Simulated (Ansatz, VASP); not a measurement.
Ga: VASP beside Ansatz

INCAR

```
SYSTEM = Ga
ALGO = Normal ; EDIFF = 1E-7
ENCUT = 520 ; GGA = PE
ISIF = 2 ; ISMEAR = -1
LASPH = .TRUE. ; LCHARG = .FALSE.
LREAL = .FALSE. ; LWAVE = .FALSE.
NELM = 60 ; PREC = Accurate
SIGMA = 0.05
```

The input KPOINTS:

```
k-points
0
G
  10 10 8
  0 0 0
```

The input POSCAR:

```
Ga
1.0
    1.3830000000     -4.0265000000      0.0000000000
    1.3830000000      4.0265000000      0.0000000000
   -0.1174474948      0.0000000000      3.3965280304
Ga
2
Direct
    0.1310000000      0.8690000000      0.7500000000
    0.8690000000      0.1310000000      0.2500000000
```

File input.yaml:

```yaml
crystal:
  lattice:
    - [1.383, -4.0265, 0.0]
    - [1.383, 4.0265, 0.0]
    - [-0.1174474948, 0.0, 3.3965280304]
  atoms:
    - { symbol: Ga, position: [0.131, 0.869, 0.75] }
    - { symbol: Ga, position: [0.869, 0.131, 0.25] }
hamiltonian:
  xc: pbe
  pseudopotentials: { kind: paw }
kpoints:
  mp_grid: { grid: [10, 10, 8] }
scf:
  occupations: { method: fermi_dirac, width: 0.05 }
output:
  forces: true
  stress: true
  eigenvalues: true
```

Change from the starting cell: strain = 0.02.

Alike in both runs: task single point; functional PBE; k mesh 10 × 10 × 8; occupations fermi-dirac, width 0.05 eV; no spin polarisation.

|  | VASP | Ansatz |
| --- | --- | --- |
| version | VASP 6.6.1 | Ansatz 0.2.0 |
| potentials or method | VASP PAW PBE potentials, release 64 (Ga_d) | Ansatz PAW |
| plane-wave cutoff (eV) | 520 | 420 |
| valence electrons in the cell | 26 | 26 |

Ansatz gave:

| Property | Result |
| --- | --- |
| gap on the k mesh at the Fermi level (eV) | none |
| pressure (GPa) | 0.6 |
| largest component of the traceless stress (GPa) | 0.86 |
| rms of the force components (eV/Å) | 0.097 |

Task: Estimate VASP's values.

Result: gap on the k mesh at the Fermi level (eV): none; pressure (GPa): 0.7; largest component of the traceless stress (GPa): 0.89; rms of the force components (eV/Å): 0.098.

Atom by atom the forces differ by 0.001 eV/Å (rms over components). A gap of «none» marks a metal or a gap that the smearing closes. With one functional, cell and mesh, what is left measures potentials, basis and numerics.
